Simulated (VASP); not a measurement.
Input of a VASP 6.6.1 run:

The input INCAR:

```
SYSTEM = TaN
ALGO = Fast ; EDIFF = 1E-6
ENCUT = 520 ; GGA = PE
ISIF = 2 ; ISMEAR = 0
LASPH = .TRUE. ; LCHARG = .FALSE.
LREAL = .FALSE. ; LWAVE = .FALSE.
NBANDS = 15 ; NELM = 100
PREC = Accurate ; SIGMA = 0.15
```

File KPOINTS:

```
k-points
0
G
  15 15 12
  0 0 0
```

POSCAR

```
TaN
1.0
    2.9501846797      0.0000000000      0.0000000000
   -1.4750923398      2.5549348785      0.0000000000
    0.0000000000      0.0000000000      2.8977716014
Ta N
1 1
Direct
    0.3758930663      0.7163877855      0.6296446095
   -0.0425597329     -0.0497211188     -0.1296446095
```

Potentials or basis: VASP PAW PBE potentials, release 64 (Ta_pv, N).

The run is started by

```sh
$ cat potpaw_PBE.64/Ta_pv/POTCAR potpaw_PBE.64/N/POTCAR > POTCAR
$ mpirun -np 1 vasp_std > vasp.out
```

Task: Estimate the band gap on the k mesh.

Result: None (metal or under the smearing width).

Task: Estimate the largest force.

Result: 13.366 eV/Å.

Forces on the atoms (eV/Å):
```
Ta  -6.434 -6.665 -9.635
N    6.434  6.665  9.635
```

Caveat: forces of over 1 eV/Å show positions far from the minimum, so gaps and moduli don't describe the material at rest. The run has no spin-orbit coupling, so splittings on Ta are missing.
